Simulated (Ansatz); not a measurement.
# Band gap of TiO2 (C2/m) from density functionals to GW

What gap does each level of theory give for TiO2 (C2/m), and in what time?

Calculated with Ansatz 0.2.0; density functionals, hybrids and G0W0, plane waves, PAW.

## Step 1: The starting structure

It takes space group C2/m (No. 12, monoclinic). Conventional cell: a = 12.307 Å, b = 3.767 Å, c = 6.616 Å, α = 90.00°, β = 106.95°, γ = 90.00°. Nearest to Ti lie 5 O at 1.78 to 2.03 Å. Ti has 6 O at 1.86 to 2.16 Å nearest. Nearest to O lie 3 Ti at 1.86 to 2.16 Å. Nearest to O lie 3 Ti at 1.94 to 2.03 Å. O has 2 Ti at 1.78 to 1.87 Å nearest. O has 3 Ti at 1.96 to 2.16 Å nearest. Farther neighbours and most contacts between anions are not listed.

The cell and positions are those that the Materials Project relaxed with its own functionals (PBE, PBE+U or r2SCAN), kept fixed. This is not the form that TiO2 usually takes at ambient conditions. At the settings of the band run the largest force is still 0.23 eV/Å.

The logs state that the PAW files were generated under PBE.

## Step 2: LDA on the 6×6×4 mesh

Levels along a band path and on the mesh show where this functional puts the band edges.

This step: DFT, LDA, plane waves, PAW; PAW set soft_1.

File input.yaml:

```yaml
crystal:
  lattice:
    - [6.1535771931, -1.8834685, 0.0]
    - [6.1535771931, 1.8834685, 0.0]
    - [-1.9283261078, 0.0, 6.3289668713]
  atoms:
    - { symbol: Ti, position: [0.804714, 0.804714, 0.716238] }
    - { symbol: Ti, position: [0.099929, 0.099929, 0.710398] }
    - { symbol: Ti, position: [0.195286, 0.195286, 0.283762] }
    - { symbol: Ti, position: [0.900071, 0.900071, 0.289602] }
    - { symbol: O, position: [0.0583525, 0.0583525, 0.369979] }
    - { symbol: O, position: [0.638069, 0.638069, 0.706603] }
    - { symbol: O, position: [0.1328115, 0.1328115, 0.004709] }
    - { symbol: O, position: [0.9416475, 0.9416475, 0.630021] }
    - { symbol: O, position: [0.7365115, 0.7365115, 0.3475] }
    - { symbol: O, position: [0.8671885, 0.8671885, 0.995291] }
    - { symbol: O, position: [0.2634885, 0.2634885, 0.6525] }
    - { symbol: O, position: [0.361931, 0.361931, 0.293397] }
kpoints:
  mp_grid: { grid: [6, 6, 4] }
  band_path:
    path:
      - [[0.0, 0.0, 0.0], [-0.27559497, 0.27559497, 0.0]]
      - [[-0.72440503, -0.27559497, 0.0], [-0.5, -0.5, 0.0], [0.0, 0.0, 0.0], [-0.5, -0.5, 0.5], [-0.73828134, -0.26171866, 0.5]]
      - [[-0.26171866, 0.26171866, 0.5], [0.0, 0.0, 0.5], [0.0, 0.0, 0.0]]
      - [[-0.5, 0.0, 0.5], [0.0, 0.0, 0.0], [-0.5, 0.0, 0.0]]
    npoints: 10
hamiltonian:
  xc: lda
  pseudopotentials: { kind: paw, azcp: { folder: soft_1 }, xc_functional: pbe }
scf:
  occupations: { method: fermi_dirac, width: 0.02 }
  n_extra_bands: 8
output:
  eigenvalues: true
  forces: true
  stress: true
  write_density: true
  write_potential: true
  elf: true
  volumetric_format: npy
```

On the command line:

```console
$ ansatz run input.yaml --threads 3 --pin off --max-ram 92160MiB --backend cuda --events-out ev --progress --plain --runs-dir out --devices 1 --max-vram 13GiB
```

Numbers of over 12 decimals in the logs are rounded to 6 here.

Log:

```text
scf.n_extra_bands = 8 over 48 filled bands (N_el = 96.0): the run solves 56 bands
GPUs: using 1 of 1 available (devices: 1).
Engine: ansatz 0.2.0, x86_64-unknown-linux-gnu
Pseudopotentials: kind: paw
Pseudopotential: Ti, paw, valence charge 12, recommended cutoff 420 eV (normal), soft_1/Ti.paw.azcp
Pseudopotential: O, paw, valence charge 6, recommended cutoff 420 eV (normal), soft_1/O.paw.azcp
Functional definition: SPW92
  exchange = slater_x
  correlation = pw_c
device memory: the entry about to start is reckoned to put 5.3 GiB on a device that reports 30.9 GiB free (of which the cap on the GPU budget leaves the run 13.0 GiB)
GPU FFT provider: cuFFT
GPU libraries: cuBLAS 13.8.2, cuFFT 12.4.0, cuSOLVER 12.3.4
Crystal: 12 atoms, lattice volume = 146.706 Å³
Basis set: ecut = 420 eV, 2869 PW (Γ)
Bands: 56, of which v1, the nominal top of the filled ones, is band 48 counted from 1 (47 counted from 0)
Symmetry: 4 space group operations
Space group: C2/m (ITA 12), of the structure as read, at distance tolerance 5.3e-5 Å
k-points: 47 of 144
Non-local potential: Ti, projectors of the file, l = 0: 3, l = 1: 2, l = 2: 3, l = 3: 1
Non-local potential: O, projectors of the file, l = 0: 2, l = 1: 2, l = 2: 1
PAW form: soft (Blöchl's): semilocal exchange-correlation on the pseudo side does not see the compensation charge
PAW frozen core: Ti, regenerated for the run's functional, and the local potential with it (the file was generated under x = pbe(κ = 0.804, μ = 0.219515), c = pbe(β = 0.066725))
PAW frozen core: O, regenerated for the run's functional, and the local potential with it (the file was generated under x = pbe(κ = 0.804, μ = 0.219515), c = pbe(β = 0.066725))
PAW one-centre angular grid: Ti, 590 points (default); XC on 64 Gauss nodes
PAW one-centre angular grid: O, 110 points (default); XC on 64 Gauss nodes
Initial density: superposition of atomic densities (chi_scale 0.1, normalization cell, long waves kept (reshape's long-wave potential 0.08 eV rms))
Initial wavefunctions: pseudopotential atomic-orbital guess
GPU buffer pool allocated for 91125 grid points (all kernels)
GPU transforms: local potential and band sums: pruned to the plane-wave sphere, on 45×45×45
Functional: x = slater, c = lda
SCF iter   1: F=—  HF=-14261.518499 eV  |F-HF|=—  |Δ(HF+E_count)|=         —  Δρ=4.91e-2  dr2=4.30e0  ethr=3.10e-3  ⟨swp⟩=5.2  Hψ=8982  notcnv=0
preconditioner: auto → Resta (q_TF=auto, 2.542 Å⁻¹)  ε∞=8.1  [insulator: Δε(μ)=2.476 eV  Ē_g=9.174 eV  σ=0.020 eV  W_gap=1.00  n_scr=44 (ndim 8)  ℏωp=24.5 eV  f_vac=0.045  D(μ)=0.00/eV (n_scr^D=0)  ε∞_Penn≈8.1]
SCF iter   2: F=—  HF=-14260.967426 eV  |F-HF|=—  |Δ(HF+E_count)|=   5.51e-1  Δρ=2.94e-2  dr2=1.48e0  ethr=3.10e-3  ⟨swp⟩=2.1  Hψ=4187  notcnv=0  defer=96
SCF iter   3: F=—  HF=-14260.740482 eV  |F-HF|=—  |Δ(HF+E_count)|=   2.27e-1  Δρ=2.31e-2  dr2=1.03e0  ethr=1.54e-3  ⟨swp⟩=2.9  Hψ=4104  notcnv=0  defer=96
SCF iter   4: F=—  HF=-14260.550665 eV  |F-HF|=—  |Δ(HF+E_count)|=   1.90e-1  Δρ=4.89e-3  dr2=6.17e-2  ethr=1.07e-3  ⟨swp⟩=2.1  Hψ=4332  notcnv=0  defer=96
SCF iter   5: F=—  HF=-14260.550901 eV  |F-HF|=—  |Δ(HF+E_count)|=   2.36e-4  Δρ=4.28e-3  dr2=3.00e-2  ethr=6.43e-5  ⟨swp⟩=2.0  Hψ=4076  notcnv=0  defer=96
SCF iter   6: F=—  HF=-14260.549366 eV  |F-HF|=—  |Δ(HF+E_count)|=   1.53e-3  Δρ=2.08e-3  dr2=6.89e-3  ethr=3.13e-5  ⟨swp⟩=2.1  Hψ=4314  notcnv=0  defer=96
SCF iter   7: F=—  HF=-14260.550213 eV  |F-HF|=—  |Δ(HF+E_count)|=   8.46e-4  Δρ=1.20e-3  dr2=2.57e-3  ethr=7.18e-6  ⟨swp⟩=2.0  Hψ=4038  notcnv=0  defer=96
SCF iter   8: F=—  HF=-14260.550461 eV  |F-HF|=—  |Δ(HF+E_count)|=   2.49e-4  Δρ=3.82e-4  dr2=3.12e-4  ethr=2.67e-6  ⟨swp⟩=2.0  Hψ=3943  notcnv=0  defer=96
SCF iter   9: F=—  HF=-14260.549814 eV  |F-HF|=—  |Δ(HF+E_count)|=   6.47e-4  Δρ=2.69e-4  dr2=1.53e-4  ethr=3.25e-7  ⟨swp⟩=2.0  Hψ=3917  notcnv=0  defer=96
SCF iter  10: F=—  HF=-14260.549943 eV  |F-HF|=—  |Δ(HF+E_count)|=   1.29e-4  Δρ=8.75e-5  dr2=1.78e-5  ethr=1.59e-7  ⟨swp⟩=2.0  Hψ=3663  notcnv=0  defer=96
SCF iter  11: F=—  HF=-14260.550410 eV  |F-HF|=—  |Δ(HF+E_count)|=   4.67e-4  Δρ=3.13e-5  dr2=2.16e-6  ethr=1.86e-8  ⟨swp⟩=2.0  Hψ=3722  notcnv=0  defer=96
SCF iter  12: F=—  HF=-14260.550411 eV  |F-HF|=—  |Δ(HF+E_count)|=   4.44e-7  Δρ=1.27e-5  dr2=2.71e-7  ethr=2.25e-9  ⟨swp⟩=2.0  Hψ=3681  notcnv=0  defer=96
SCF iter  13: F=-14260.550411 eV  HF=-14260.550411 eV  |F-HF|=6.08e-8  |Δ(HF+E_count)|=   2.17e-8  Δρ=8.06e-6  dr2=8.67e-8  ethr=1.04e-10  ⟨swp⟩=19.2  Hψ=26568  notcnv=0
SCF 1 converged in 13 iterations: F = -14260.550411 eV  dr2 = 8.67e-8
[...]
device memory: the entry about to start is reckoned to put 4.1 GiB on a device that reports 27.8 GiB free (of which the cap on the GPU budget leaves the run 13.0 GiB)
NSCF: frozen V_eff on 94 k-points
SCF converged after 13 iterations
Free energy (F): -14260.550411 eV
Harris-Foulkes:  -14260.550411 eV  (|F-HF|=6.08e-8)
Internal energy: -14260.550411 eV  (E = F + TS)
E sigma→0 (E₀):  -14260.550411 eV
Fermi energy:    7.051223 eV
--- Per-component energies (eV) ---
  E_band       = -1025.833045
  E_kinetic    = 2444.325051
  E_local      = -8201.613864  (includes V_loc(G=0)·N_el)
  E_nonlocal   = 679.083296
  E_hartree    = 3195.409630
  E_xc         = -1021.648181
  E_vxc        = -1301.577837  (∫ρ·V_xc dr)
  E_paw        = -5177.788694  (= ΣΔE_a)
  E_vpaw       = -1036.872156  (= ΣTr[D̂ρ^β])
  E_aug_tail   = 0.006006  (compensation charges beyond the density's cutoff)
  E_ewald      = -6180.402828
  E_core_change = 2.079174  (= ΣΔE_core)
  E_smearing   = -0.000000  (= −TS)
  E_closure    = -0.000000  (closes the sum)
  Σ components = -14260.550411   (vs F -14260.550411, Δ=0.00e0)
--- Forces (eV/Å), atoms counted from 1 ---
  atom   1  Ti    -0.00805813     0.00000000     0.17603280
  atom   2  Ti     0.00448053     0.00000000     0.05162422
  atom   3  Ti     0.00805813    -0.00000000    -0.17603280
  atom   4  Ti    -0.00448053     0.00000000    -0.05162422
  atom   5  O     -0.06821882     0.00000000     0.04917275
  atom   6  O      0.22697175     0.00000000     0.00276098
  atom   7  O      0.20572784     0.00000000     0.09346868
  atom   8  O      0.06821882    -0.00000000    -0.04917275
  atom   9  O      0.16539977     0.00000000     0.00747968
  atom  10  O     -0.20572784    -0.00000000    -0.09346868
  atom  11  O     -0.16539977    -0.00000000    -0.00747968
  atom  12  O     -0.22697175    -0.00000000    -0.00276098
  max |Σ_I F_I| component: 5.55e-17 eV/Å
--- Stress (GPa, compression-positive) ---
      -11.702211       0.000000      -0.038129
        0.000000     -11.395839      -0.000000
       -0.038129      -0.000000     -11.992539
  P = ⅓ Tr σ = -11.6969 GPa (-116.969 kbar)
--- Band table (eV; the first three rows and the last of 47) ---
  k-point 0: bands = [... 44 lower, 4.9479, 4.9503, 5.3520, 5.5264, 8.3713, 8.7221, 8.9709, 8.9750, ... 4 higher]
  k-point 1: bands = [... 44 lower, 4.9929, 5.0178, 5.2872, 5.3733, 8.4188, 8.7679, 8.9259, 8.9781, ... 4 higher]
  k-point 2: bands = [... 44 lower, 5.0047, 5.0405, 5.1132, 5.2710, 8.4874, 8.7508, 8.9132, 9.0392, ... 4 higher]
  k-point 46: bands = [... 44 lower, 4.8583, 5.2933, 5.4851, 5.5089, 8.6312, 8.7466, 8.8798, 9.0444, ... 4 higher]
```

Run time: 19 s. Hardware: 1 × NVIDIA H100 80GB HBM3 (shared by 6 runs) with 3 threads of AMD EPYC 7R13 (Zen 3), shared host; peak memory 1 GiB.

Numbers from this step:

* pressure: -11.70 GPa
* filled bands: 48
* gap: 2.657 eV
* valence top at: k = (-0.714, -0.286, 0.500)
* conduction bottom at: Γ
* least direct gap: 2.842 eV

Over mesh and path the gap is 2.657 eV, from k = (-0.714, -0.286, 0.500) to k = Γ. The least direct gap found is 2.842 eV, at k = (-0.100, -0.100, 0.000). On the 6×6×4 mesh alone the same run gives 2.671 eV, so that mesh misses an edge of LDA: 2.671 − 2.657 = +0.014 eV. The pressure in this cell is -12 GPa; the cell is kept.

## Step 3: r2SCAN on the 6×6×4 mesh

r2SCAN is a meta-GGA: it depends on the kinetic-energy density as well as on the density and its gradient.

This step: DFT, r2SCAN, plane waves, PAW; PAW set soft_1.

Edit input.yaml of step 2 so:

```diff
@@ -22,12 +22,18 @@
     path:
-      - [[0.0, 0.0, 0.0], [-0.27559497, 0.27559497, 0.0]]
-      - [[-0.72440503, -0.27559497, 0.0], [-0.5, -0.5, 0.0], [0.0, 0.0, 0.0], [-0.5, -0.5, 0.5], [-0.73828134, -0.26171866, 0.5]]
-      - [[-0.26171866, 0.26171866, 0.5], [0.0, 0.0, 0.5], [0.0, 0.0, 0.0]]
-      - [[-0.5, 0.0, 0.5], [0.0, 0.0, 0.0], [-0.5, 0.0, 0.0]]
-    npoints: 10
+      - [0.0, 0.0, 0.0]
+      - [-0.27559497, 0.27559497, 0.0]
+      - [-0.72440503, -0.27559497, 0.0]
+      - [-0.5, -0.5, 0.0]
+      - [-0.5, -0.5, 0.5]
+      - [-0.73828134, -0.26171866, 0.5]
+      - [-0.26171866, 0.26171866, 0.5]
+      - [0.0, 0.0, 0.5]
+      - [-0.714453206, -0.285546794, 0.5]
+      - [-0.1, -0.1, 0.0]
+    npoints: 1
 hamiltonian:
-  xc: lda
-  pseudopotentials: { kind: paw, azcp: { folder: soft_1 }, xc_functional: pbe }
+  xc: r2scan
+  pseudopotentials: { kind: paw, azcp: { folder: soft_1 } }
 scf:
-  occupations: { method: fermi_dirac, width: 0.02 }
+  occupations: { method: fixed }
   n_extra_bands: 8
@@ -37,5 +43 @@
   stress: true
-  write_density: true
-  write_potential: true
-  elf: true
-  volumetric_format: npy
```

Log:

```text
[...]
GPUs: using 1 of 1 available (devices: 1).
[...]
GPU FFT provider: cuFFT
GPU libraries: cuBLAS 13.8.2, cuFFT 12.4.0, cuSOLVER 12.3.4
Crystal: 12 atoms, lattice volume = 146.706 Å³
Basis set: ecut = 500 eV, 3713 PW (Γ), exchange–correlation on 192×192×200 points (64 copies of the dense FFT grid, shifted against one another)
Bands: 56, of which v1, the nominal top of the filled ones, is band 48 counted from 1 (47 counted from 0)
Symmetry: 4 space group operations
[...]
k-points: 47 of 144
[...]
GPU buffer pool allocated for 115200 grid points (all kernels)
[...]
SCF iter   1: F=—  HF=-14585.299594 eV  |F-HF|=—  |Δ(HF+E_count)|=         —  Δρ=6.98e-2  dr2=7.76e0  dr2_τ=1.25e0  ethr=3.10e-3  ⟨swp⟩=3.0  Hψ=7981  notcnv=0  defer=226
[...]
atom   7  O      0.12995825     0.00000000     0.10707056
  atom   8  O      0.05189458     0.00000000    -0.03737640
  atom   9  O      0.07775088     0.00000000    -0.01619316
  atom  10  O     -0.12995825    -0.00000000    -0.10707056
  atom  11  O     -0.07775088     0.00000000     0.01619316
  atom  12  O     -0.12661783     0.00000000     0.01258045
  max |Σ_I F_I| component: 2.78e-17 eV/Å
--- Stress (GPa, compression-positive) ---
       -5.459512       0.000000      -0.092769
        0.000000      -5.212210      -0.000000
       -0.092789      -0.000000      -5.989453
  P = ⅓ Tr σ = -5.5537 GPa (-55.537 kbar)
--- Band table (eV; the first three rows and the last of 47) ---
  k-point 0: bands = [... 44 lower, 4.9392, 4.9714, 5.3461, 5.5406, 8.8404, 9.1816, 9.4038, 9.4039, ... 4 higher]
  k-point 1: bands = [... 44 lower, 4.9880, 5.0305, 5.2818, 5.3907, 8.8834, 9.2247, 9.3904, 9.4049, ... 4 higher]
  k-point 2: bands = [... 44 lower, 5.0210, 5.0524, 5.1083, 5.2745, 8.9460, 9.2097, 9.3813, 9.4728, ... 4 higher]
  k-point 46: bands = [... 44 lower, 4.8283, 5.3045, 5.5001, 5.5113, 9.0925, 9.2005, 9.3523, 9.4987, ... 4 higher]
[key lines of the parts left out:]
SCF converged after 13 iterations
Free energy (F): -14585.227757 eV
Fermi energy:    5.721772 eV
```

Elapsed: 18 s, on 1 × NVIDIA H100 80GB HBM3 (shared by 6 runs) with 3 threads; peak memory 1.2 GiB.

This step gave:

```
pressure             : -5.554 GPa
gap                  : 3.105 eV
valence top at       : k = (-0.714, -0.286, 0.500)
conduction bottom at : Γ
least direct gap     : 3.298 eV
```

Over mesh and listed points the gap is 3.105 eV, from k = (-0.714, -0.286, 0.500) to k = Γ. The least direct gap found is 3.298 eV, at k = (-0.100, -0.100, 0.000). On the 6×6×4 mesh alone the same run gives 3.119 eV, so that mesh misses an edge of r2SCAN: 3.119 − 3.105 = +0.014 eV. The pressure in this cell is -6 GPa; the cell is kept. r2SCAN against LDA: 3.105 − 2.657 = +0.448 eV. The runs also differ in plane-wave cutoff (420 eV and 500 eV), so how much of this comes from the functional alone is not known.

## Step 4: HSE06 on the 4×4×2 mesh

HSE06 mixes in a quarter of exact exchange at short range.

This step: DFT, HSE06, plane waves, PAW; PAW set soft_1.

Edit input.yaml of step 3 so:

```diff
@@ -19,3 +19,3 @@
 kpoints:
-  mp_grid: { grid: [6, 6, 4] }
+  mp_grid: { grid: [4, 4, 2] }
   band_path:
@@ -34,3 +34,3 @@
 hamiltonian:
-  xc: r2scan
+  xc: hse06
   pseudopotentials: { kind: paw, azcp: { folder: soft_1 } }
@@ -41,3 +41 @@
   eigenvalues: true
-  forces: true
-  stress: true
```

Log:

```text
[...]
GPUs: using 1 of 1 available (devices: 1).
[...]
davidson cushion auto → on  (no smearing: the cushion is to keep the highest requested band from converging to the state above it; pin scf.eigensolver.cushion to override)
[...]
GPU FFT provider: cuFFT
GPU libraries: cuBLAS 13.8.2, cuFFT 12.4.0, cuSOLVER 12.3.4
Crystal: 12 atoms, lattice volume = 146.706 Å³
Basis set: ecut = 420 eV, 2869 PW (Γ)
[...]
E sigma→0 (E₀):  -14551.860776 eV
Fermi energy:    5.095269 eV
[...]
--- Band table (eV; the first three rows and the last of 14) ---
  k-point 0: bands = [... 44 lower, 4.2532, 4.2928, 4.6779, 4.9122, 9.3802, 9.7487, 9.9459, 9.9686, ... 4 higher]
  k-point 1: bands = [... 44 lower, 4.3456, 4.3760, 4.4268, 4.6072, 9.4540, 9.7637, 9.9572, 10.0324, ... 4 higher]
  k-point 2: bands = [... 44 lower, 4.4178, 4.5118, 4.8498, 4.9758, 9.7475, 9.8352, 9.9806, 10.0865, ... 4 higher]
  k-point 13: bands = [... 44 lower, 4.1123, 4.6521, 4.8571, 4.8778, 9.6237, 9.7733, 9.9624, 10.0837, ... 4 higher]
[key lines of the parts left out:]
Free energy (F): -14551.860776 eV
```

Elapsed: 50 s, on 1 × NVIDIA H100 80GB HBM3 (shared by 6 runs) with 3 threads; peak memory 1.5 GiB.

Numbers from this step:

- gap: 4.271 eV
- valence top at: k = (-0.714, -0.286, 0.500)
- conduction bottom at: Γ
- least direct gap: 4.468 eV
- exact-exchange fraction: 0.25

Over mesh and listed points the gap is 4.271 eV, from k = (-0.714, -0.286, 0.500) to k = Γ. The least direct gap found is 4.468 eV, at k = (-0.100, -0.100, 0.000). On the 4×4×2 mesh alone the same run gives 4.285 eV, so that mesh misses an edge of HSE06: 4.285 − 4.271 = +0.014 eV. HSE06 against LDA: 4.271 − 2.657 = +1.614 eV. The runs also differ in mesh (6×6×4 and 4×4×2), so how much of this comes from the functional alone is not known.

## Step 5: PBE0 on the 4×4×2 mesh

PBE0 mixes in a quarter of exact exchange at all distances.

This step: DFT, PBE0, plane waves, PAW; PAW set soft_1.

Edit input.yaml of step 4 so:

```diff
@@ -34,3 +34,3 @@
 hamiltonian:
-  xc: hse06
+  xc: pbe0
   pseudopotentials: { kind: paw, azcp: { folder: soft_1 } }
```

Log:

```text
[...]
GPUs: using 1 of 1 available (devices: 1).
[...]
GPU FFT provider: cuFFT
GPU libraries: cuBLAS 13.8.2, cuFFT 12.4.0, cuSOLVER 12.3.4
Crystal: 12 atoms, lattice volume = 146.706 Å³
Basis set: ecut = 420 eV, 2869 PW (Γ)
Bands: 56, of which v1, the nominal top of the filled ones, is band 48 counted from 1 (47 counted from 0)
Symmetry: 4 space group operations
[...]
k-points: 14 of 32
[...]
Fermi energy:    4.699892 eV
[...]
--- Band table (eV; the first three rows and the last of 14) ---
  k-point 0: bands = [... 44 lower, 3.8577, 3.8959, 4.2855, 4.5206, 9.7448, 10.1179, 10.3166, 10.3397, ... 4 higher]
  k-point 1: bands = [... 44 lower, 3.9453, 3.9805, 4.0338, 4.2111, 9.8187, 10.1329, 10.3304, 10.4042, ... 4 higher]
  k-point 2: bands = [... 44 lower, 4.0247, 4.1179, 4.4544, 4.5811, 10.1159, 10.2060, 10.3516, 10.4596, ... 4 higher]
  k-point 13: bands = [... 44 lower, 3.7143, 4.2610, 4.4652, 4.4879, 9.9908, 10.1433, 10.3337, 10.4551, ... 4 higher]
[key lines of the parts left out:]
Free energy (F): -14553.503905 eV
```

The job ended after 33 s (1 × NVIDIA H100 80GB HBM3 (shared by 6 runs) with 3 threads; peak memory 1.5 GiB).

Numbers from this step:

| Property | Result |
| --- | --- |
| gap | 5.031 eV |
| valence top at | k = (-0.714, -0.286, 0.500) |
| conduction bottom at | Γ |
| least direct gap | 5.224 eV |
| exact-exchange fraction | 0.25 |

Over mesh and listed points the gap is 5.031 eV, from k = (-0.714, -0.286, 0.500) to k = Γ. The least direct gap found is 5.224 eV, at k = (-0.100, -0.100, 0.000). On the 4×4×2 mesh alone the same run gives 5.045 eV, so that mesh misses an edge of PBE0: 5.045 − 5.031 = +0.014 eV. PBE0 against HSE06: 5.031 − 4.271 = +0.760 eV, with the same mesh, files and cutoff, and both edges at the same k points.

[end of part 1 of 2]

[Paths, hosts, dates, memory and timing lines, banners, echoed tables and standing remarks are left out of the program output.]

[Logs are printed without paths, hosts, clocks, repeated set-up lines and the standing remarks that a program may print on its own settings, such as how far it seeks lower states.]

[Runs of the session that timed out or met a known fault of the program may be left out.]

[Cells called generated may have been cut or substituted from an entry of the Crystallography Open Database or the Materials Project.]

[Hosts, paths, dates, database ids (printed as entryN), source tags and the programs' standing remarks are cut or masked in the printed files.]

[Where an RPA ε∞ is given, it is that of the G0W0 mesh and is not shown converged in it. Names of k-points follow the symmetry that the program found, which can be lower than the space group named. Band edges on a path are those of the sampled points; other points can move an edge, and change direct to indirect where valleys lie close.]

[Hybrid gaps are those of their k-mesh and are not shown converged in it.]
